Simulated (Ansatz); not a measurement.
# C20N: the cost of one run

Method: DFT PBE, scalar-relativistic, plane waves, PAW, and further levels as typed in the inputs, in Ansatz 0.2.0.

### Step 1. Starting point

It takes space group R3m (No. 160, trigonal). Conventional cell: a = 10.102 Å, b = 10.102 Å, c = 12.372 Å, α = 90.00°, β = 90.00°, γ = 120.00°. N (site symmetry m) has 3 C at 1.55 Å as nearest neighbours. C (site symmetry 1) has 1 N at 1.55 Å and 3 C at 1.55 Å as nearest neighbours. C (site symmetry 1) has 4 C at 1.55 Å as nearest neighbours. Around C (site symmetry m) lie 1 N at 1.55 Å and 3 C at 1.55 Å. C (site symmetry m) has 4 C at 1.55 Å as nearest neighbours. Only part of the 19 independent sites is listed.

Coordinates:

```cif
data_structure
_symmetry_space_group_name_H-M 'R3m:H'
_symmetry_Int_Tables_number 160
_cell_length_a 10.1020
_cell_length_b 10.1020
_cell_length_c 12.3724
_cell_angle_alpha 90.000
_cell_angle_beta 90.000
_cell_angle_gamma 120.000
_cell_volume 1093.45
loop_
_atom_site_label
_atom_site_type_symbol
_atom_site_symmetry_multiplicity
_atom_site_Wyckoff_symbol
_atom_site_fract_x
_atom_site_fract_y
_atom_site_fract_z
_atom_site_occupancy
N1 N 9 b 0.08333 0.16667 0.04167 1
C1 C 18 c 0.25000 0.25000 0.00000 1
C2 C 18 c 0.33333 0.41667 0.04167 1
C3 C 9 b 0.08333 0.16667 0.16667 1
C4 C 9 b 0.16667 0.33333 0.20833 1
C5 C 9 b 0.16667 0.33333 0.83333 1
C6 C 9 b 0.25000 0.50000 0.87500 1
C7 C 9 b 0.25000 0.50000 0.00000 1
C8 C 3 a 0.33333 0.66667 0.04167 1
C9 C 18 c 0.41667 0.33333 0.20833 1
C10 C 9 b 0.58333 0.41667 0.16667 1
C11 C 18 c 0.33333 0.41667 0.16667 1
C12 C 9 b 0.41667 0.58333 0.20833 1
C13 C 9 b 0.50000 0.50000 0.37500 1
C14 C 9 b 0.50000 0.50000 0.00000 1
C15 C 9 b 0.25000 0.50000 0.37500 1
C16 C 9 b 0.41667 0.58333 0.33333 1
C17 C 3 a 0.33333 0.66667 0.54167 1
C18 C 3 a 0.33333 0.66667 0.16667 1
```

### Step 2. Relaxing the atoms: C60N3 defect cell, total moment held at 1 μB

Contents of input.yaml:

```yaml
crystal:
  lattice:
    - [7.1432, 0.0, 0.0]
    - [0.0, 7.1432, 0.0]
    - [0.0, 0.0, 7.1432]
  atoms:
    - { symbol: "N", position: [0.125, 0.125, 0.125] }
    - { symbol: C, position: [0.0, 0.25, 0.25] }
    - { symbol: C, position: [0.125, 0.375, 0.375] }
    - { symbol: C, position: [0.25, 0.0, 0.25] }
    - { symbol: C, position: [0.375, 0.125, 0.375] }
    - { symbol: C, position: [0.25, 0.25, 0.0] }
    - { symbol: C, position: [0.375, 0.375, 0.125] }
    - { symbol: C, position: [0.0, 0.0, 0.5] }
    - { symbol: C, position: [0.125, 0.125, 0.625] }
    - { symbol: C, position: [0.0, 0.25, 0.75] }
    - { symbol: C, position: [0.125, 0.375, 0.875] }
    - { symbol: C, position: [0.25, 0.0, 0.75] }
    - { symbol: C, position: [0.375, 0.125, 0.875] }
    - { symbol: C, position: [0.25, 0.25, 0.5] }
    - { symbol: C, position: [0.375, 0.375, 0.625] }
    - { symbol: C, position: [0.0, 0.5, 0.0] }
    - { symbol: C, position: [0.125, 0.625, 0.125] }
    - { symbol: C, position: [0.0, 0.75, 0.25] }
    - { symbol: C, position: [0.125, 0.875, 0.375] }
    - { symbol: C, position: [0.25, 0.5, 0.25] }
    - { symbol: C, position: [0.375, 0.625, 0.375] }
    - { symbol: C, position: [0.25, 0.75, 0.0] }
    - { symbol: C, position: [0.375, 0.875, 0.125] }
    - { symbol: C, position: [0.0, 0.5, 0.5] }
    - { symbol: C, position: [0.125, 0.625, 0.625] }
    - { symbol: C, position: [0.0, 0.75, 0.75] }
    - { symbol: "N", position: [0.125, 0.875, 0.875] }
    - { symbol: C, position: [0.25, 0.5, 0.75] }
    - { symbol: C, position: [0.375, 0.625, 0.875] }
    - { symbol: C, position: [0.25, 0.75, 0.5] }
    - { symbol: C, position: [0.375, 0.875, 0.625] }
    - { symbol: C, position: [0.5, 0.0, 0.0] }
    - { symbol: C, position: [0.625, 0.125, 0.125] }
    - { symbol: C, position: [0.5, 0.25, 0.25] }
    - { symbol: C, position: [0.625, 0.375, 0.375] }
    - { symbol: C, position: [0.75, 0.0, 0.25] }
    - { symbol: C, position: [0.875, 0.125, 0.375] }
    - { symbol: C, position: [0.75, 0.25, 0.0] }
    - { symbol: C, position: [0.875, 0.375, 0.125] }
    - { symbol: C, position: [0.5, 0.0, 0.5] }
    - { symbol: C, position: [0.625, 0.125, 0.625] }
    - { symbol: C, position: [0.5, 0.25, 0.75] }
    - { symbol: C, position: [0.625, 0.375, 0.875] }
    - { symbol: C, position: [0.75, 0.0, 0.75] }
    - { symbol: "N", position: [0.875, 0.125, 0.875] }
    - { symbol: C, position: [0.75, 0.25, 0.5] }
    - { symbol: C, position: [0.875, 0.375, 0.625] }
    - { symbol: C, position: [0.5, 0.5, 0.0] }
    - { symbol: C, position: [0.625, 0.625, 0.125] }
    - { symbol: C, position: [0.5, 0.75, 0.25] }
    - { symbol: C, position: [0.625, 0.875, 0.375] }
    - { symbol: C, position: [0.75, 0.5, 0.25] }
    - { symbol: C, position: [0.875, 0.625, 0.375] }
    - { symbol: C, position: [0.75, 0.75, 0.0] }
    - { symbol: C, position: [0.875, 0.875, 0.125], spin: 1.0 }
    - { symbol: C, position: [0.5, 0.5, 0.5] }
    - { symbol: C, position: [0.625, 0.625, 0.625] }
    - { symbol: C, position: [0.5, 0.75, 0.75] }
    - { symbol: C, position: [0.625, 0.875, 0.875] }
    - { symbol: C, position: [0.75, 0.5, 0.75] }
    - { symbol: C, position: [0.875, 0.625, 0.875] }
    - { symbol: C, position: [0.75, 0.75, 0.5] }
    - { symbol: C, position: [0.875, 0.875, 0.625] }
magnetization:
  spin_polarized: true
  initial_magnetization: 1.0
  spin_locking: { lock_magnetization: hard }
scf:
  occupations: { method: fixed }
output:
  forces: true
  stress: false
  eigenvalues: true
  populations: true
  efg: { quadrupole_moments_barn: { "N": 0.02044 } }
  write_density: true
  write_potential: true
  elf: true
  volumetric_format: npy
kpoints:
  mp_grid: { grid: [2, 2, 2] }
relax:
  f_tol: 0.01
  max_steps: 30
hamiltonian:
  pseudopotentials: { kind: paw, azcp: { folder: soft_1 } }
```

Started as:

```bash
> ansatz run input.yaml --threads 8 --pin off --max-ram 24576MiB --backend cpu --events-out ev --progress --plain --runs-dir out
```

What time and memory should one allow on 8 threads of AMD EPYC 7R13 (Zen 3), shared host?

About 38 s, with a peak of 2.4 GiB.
